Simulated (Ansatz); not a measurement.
**HfB2 under changes of volume**

One of the cells (9.905 Å³/atom); the others are scaled copies at fixed shape and fractional positions:

```
Hf B
1.0
     3.14000    0.00000    0.00000
    -1.57000    2.71932    0.00000
     0.00000    0.00000    3.48000
Hf B
1 2
Direct
  0.00000 0.00000 0.00000
  0.66667 0.33333 0.50000
  0.33333 0.66667 0.50000
```

| Item | Value |
| --- | --- |
| Program | Ansatz 0.2.0 |
| Functional | PBE |
| Potentials or basis | Ansatz PAW |
| Cutoff | 420 eV (not typed: the program's choice for these potentials) |
| k mesh | 10 × 10 × 8 |
| Occupations | fermi-dirac, width 0.05 eV |
| Spin | no spin polarisation |

```tsv
volume (Å³/atom)	energy over the lowest point (meV/atom)	pressure (GPa)
9.311	36.48	19.2
9.509	16.89	12.6
9.707	4.97	6.7
9.905	0.00	1.4
10.103	?	?
10.301	8.43	-7.9
10.499	20.72	-11.9
```

Q: What does the run at 10.103 Å³/atom give?

A: Energy over the lowest point 1.34 meV/atom; pressure -3.5 GPa.

Worked out: A Birch-Murnaghan fit of order 3 (a polynomial in V^(-2/3)) to the other rows has its minimum at 9.96 Å³/atom with B0 = V·E''(V) = 250 GPa and B' = 3.8 at fixed shape and positions, which overstates the stiffness. It gives 1.35 meV/atom at 10.103 Å³/atom, against the run's 1.34, and -dE/dV = -3.5 GPa, against -3.5.

Energies are extrapolated to zero smearing.
